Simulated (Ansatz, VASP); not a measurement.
## B in VASP and in Ansatz

The input INCAR:

```
  PREC = Accurate
  ENCUT = 520
  EDIFF = 1E-6
  ISMEAR = -1
  SIGMA = 0.1
  LREAL = False
  LASPH = True
  NELM = 80
  ALGO = Normal
  ISIF = 2
  LWAVE = False
  LCHARG = False
  NBANDS = 8
```

Contents of KPOINTS:

```
Automatic mesh
0
Gamma
  22 22 22
```

The input POSCAR:

```
B
1.0
   -1.1251502513      1.1251502513      1.1251502513
    1.1251502513     -1.1251502513      1.1251502513
    1.1251502513      1.1251502513     -1.1251502513
B
1
Direct
    0.0000000000      0.0000000000      0.0000000000
```

Input for Ansatz:

```yaml
crystal:
  lattice:
    - [-1.1251502513, 1.1251502513, 1.1251502513]
    - [1.1251502513, -1.1251502513, 1.1251502513]
    - [1.1251502513, 1.1251502513, -1.1251502513]
  atoms:
    - { symbol: B, position: [0.0, 0.0, 0.0] }
hamiltonian:
  xc: lda
  pseudopotentials:
    kind: paw
    azcp:
      B: "pseudopotentials/B.paw.azcp"
basis:
  ecutwfc: 420
  fft_grid_basis: typed
kpoints:
  mp_grid: { grid: [22, 22, 22], shift: [0, 0, 0] }
magnetization:
  spin_polarized: false
scf:
  occupations: { method: fermi_dirac, width: 0.1 }
  lower_state_search: "off"
output:
  stress: true
```

Alike in both runs: task single point; functional LDA; k mesh 22 × 22 × 22; occupations fermi-dirac, width 0.1 eV; no spin polarisation.

```csv
,VASP,Ansatz
version,VASP 6.6.1,Ansatz 0.2.0
potentials or method,"VASP PAW LDA potentials, release 64 (B)","plane waves (420 eV) with PAW, scalar-relativistic"
plane-wave cutoff (eV),520,420
valence electrons in the cell,3,3
```

VASP gave:

- pressure (GPa): 11.6

What did Ansatz give for the same quantities?

Pressure (GPa): 11.2.

Ansatz warned: «pseudo_functional_mismatch».
